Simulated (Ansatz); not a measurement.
This As structure is the end of a relaxation. The cell was found from a structure generator's guess, not taken from experiment.

Computed with Ansatz 0.2.0, DFT PBE, scalar-relativistic, plane waves, PAW. Cutoff 420 eV, Γ-centred mesh, Gaussian smearing, no spin polarisation.

```xyz
2
Lattice="4.5664 0.0000 0.0000 -2.2832 3.9546 0.0000 0.0000 0.0000 2.8337" Properties=species:S:1:pos:R:3 pbc="T T T"
As    0.0000    2.6364    0.0000
As    2.2832    1.3182    0.0000
```

Energies count from the standard state of As at the same level.

(1) What space group does it have?

(2) How far does it lie from the standard state of As?

(3) Is it a metal?

Answers

(1) P6/mmm (No. 191). Conventional cell: a = 4.566 Å, c = 2.834 Å. As is surrounded by 3 As at 2.64 Å and 2 As at 2.83 Å.

(2) +0.22 eV/atom. It lies above the standard state, so it could only be metastable.

(3) Yes, bands cross the Fermi level on the 15×15×20 mesh.

The last run used a 15×15×20 mesh (in the run's order of axes) for its 2-atom cell and Gaussian smearing of 0.10 eV. The reference form of As is held partly by dispersion forces, which this level lacks. A structure relaxed within its symmetry needn't be a true minimum. Another cell of As relaxed alike, in Pm-3m, lies 108 meV/atom lower, so this cell isn't the stable form at this level.
